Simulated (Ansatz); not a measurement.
Relaxed CsCl (CsCl type):

```xyz
4
Lattice="8.4105 0.0000 0.0000 0.0000 4.2053 0.0000 0.0000 0.0000 4.2053" Properties=species:S:1:pos:R:3 pbc="T T T"
Cs     0.0000     0.0000     0.0000
Cs     4.2053     0.0000     0.0000
Cl     2.1026     2.1026     2.1026
Cl     6.3079     2.1026     2.1026
```

The atoms are displaced by Q × the pattern below (from a DFPT mode at X = (0.5, 0.0, 0.0), largest move 1; Q in Å), at fixed cell. (q is in reciprocal vectors of the primitive cell; the cell shown is doubled to hold the pattern.)

```csv
atom,x,y,z
Cl3,-1.000,0.000,0.000
Cl4,1.000,0.000,0.000
```

Atoms not listed stay in place.

The numbers are results of PBE (plane waves to 420 eV, PAW, scalar-relativistic; Ansatz, a quantum-chemistry and plane-wave program), not measurements. k mesh 4×8×8 (Γ-centred), Fermi-Dirac smearing 0.05 eV. CsCl was relaxed with its symmetry unable to fall.

At one point of the scan the forces (eV/Å) are:

```json
[
 {"atom": "Cs1", "Fx": "0.000", "Fy": "0.000", "Fz": "0.000"},
 {"atom": "Cs2", "Fx": "0.000", "Fy": "0.000", "Fz": "0.000"},
 {"atom": "Cl3", "Fx": "-0.242", "Fy": "0.000", "Fz": "0.000"},
 {"atom": "Cl4", "Fx": "0.242", "Fy": "0.000", "Fz": "0.000"}
]
```

**Question.** Which point is it?
(A) Q = -0.017 Å
(B) Q = -0.100 Å
(C) Q = -0.050 Å

**Answer.** B, Q = -0.100 Å

(A displaced cell: forces are minus the slopes of the energy, force constants its curvatures, and phonons follow from these.)
